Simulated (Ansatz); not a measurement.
Runs of Ansatz 0.2.0 on TiO2. Symmetry: P4_2/mnm, No. 136, tetragonal system. The conventional cell has a = 4.600 Å, b = 4.600 Å, c = 2.959 Å, α = 90.00°, β = 90.00°, γ = 90.00°. Around Ti (site symmetry mmm) lie 6 O at 1.95 to 1.98 Å. O (site symmetry m2m) has 3 Ti at 1.95 to 1.98 Å as nearest neighbours. The cell is a database's computed one.

```csv
potentials or basis,cutoff (eV),gap on the mesh (eV),pressure (GPa),relaxed volume (Å³/atom)
PseudoDojo stringent (PBE files),1252,1.88,0.0,10.63
Ansatz NC,1240,1.86,0.0,10.64
PseudoDojo standard (PBE files),1143,1.88,0.0,(a)
Ansatz PAW,420,1.86,0.0,10.65
JTH PAW,1380,1.85,0.0,10.66
Ansatz PAW earlier set,930,1.85,0.0,10.65
Ansatz PAW earlier set,910,1.85,0.0,10.65
SPMS NC,1034,1.90,0.0,10.64
```

Alike in all rows: task relaxation of cell and atoms; level PBE; no spin polarisation; cell relaxed; k mesh 6 × 6 × 9; smearing fermi-dirac 0.05 eV.

**Question.** Fill in the values left out.

**Answer.** (a) 10.62.

Caveats: odd divisions of the mesh miss points on the zone boundary, where band edges often lie, so the gap on the mesh can be too wide; the plane-wave basis is chosen anew once the cell has moved, so the energies of steps on either side of that aren't comparable.

A k mesh can miss the band edges.
